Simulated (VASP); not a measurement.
## Sb under changes of volume

One of the cells (26.079 Å³/atom); the others are scaled copies at fixed shape and fractional positions:

```
CELL_PARAMETERS angstrom
-1.55955 1.55955 2.68065
1.55955 -1.55955 2.68065
1.55955 1.55955 -2.68065
ATOMIC_POSITIONS crystal
Sb 0.00000 0.00000 0.00000
```

This isn't the form of Sb at room conditions, which is rhombohedral.

```yaml
Program: VASP 6.6.1
Functional: LDA
Potentials_or_basis: VASP PAW LDA potentials, release 64 (Sb)
Cutoff: 520 eV
k_mesh: 10 × 10 × 10
Occupations: fermi-dirac, width 0.05 eV
Spin: no spin polarisation
```

```csv
volume (Å³/atom),energy over the lowest point (meV/atom),pressure (GPa)
25.036,?,?
25.558,2.29,1.5
26.079,0.00,0.0
26.601,2.35,-1.3
27.123,8.72,-2.5
```

Question: What does the run at 25.036 Å³/atom give?

Answer: Energy over the lowest point 9.81 meV/atom; pressure 3.2 GPa.

Worked out: A Birch-Murnaghan fit of order 2 (a polynomial in V^(-2/3)) to the other rows has its minimum at 26.07 Å³/atom with B0 = V·E''(V) = 70 GPa at fixed shape and positions, which overstates the stiffness. It gives 9.56 meV/atom at 25.036 Å³/atom, against the run's 9.81, and -dE/dV = 3.1 GPa, against 3.2.

Energies are extrapolated to zero smearing.
